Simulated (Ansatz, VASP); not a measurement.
# KBr: VASP beside Ansatz

```
K Br
1.0
     0.00000    3.35726    3.35726
     3.35726    0.00000    3.35726
     3.35726    3.35726    0.00000
K Br
1 1
Direct
  0.00000 0.00000 0.00000
  0.50000 0.50000 0.50000
```

Alike in both runs: task single point; functional PBE; k mesh 6 × 6 × 6; occupations gaussian, width 0.02 eV; no spin polarisation.

|  | VASP | Ansatz |
| --- | --- | --- |
| version | VASP 6.6.1 | Ansatz 0.2.0 |
| potentials or method | VASP PAW PBE potentials, release 64 (K_sv, Br) | scalar-relativistic, plane waves, PAW |
| plane-wave cutoff (eV) | 520 | 420 |
| valence electrons in the cell | 16 | 16 |

```tsv
	VASP	Ansatz	Ansatz less VASP
gap on the k mesh at the Fermi level (eV)	4.30	4.30	+0.001
least direct gap on the mesh (eV)	4.30	4.30	+0.001
pressure (GPa)	0.0	-0.1	-0.03
```
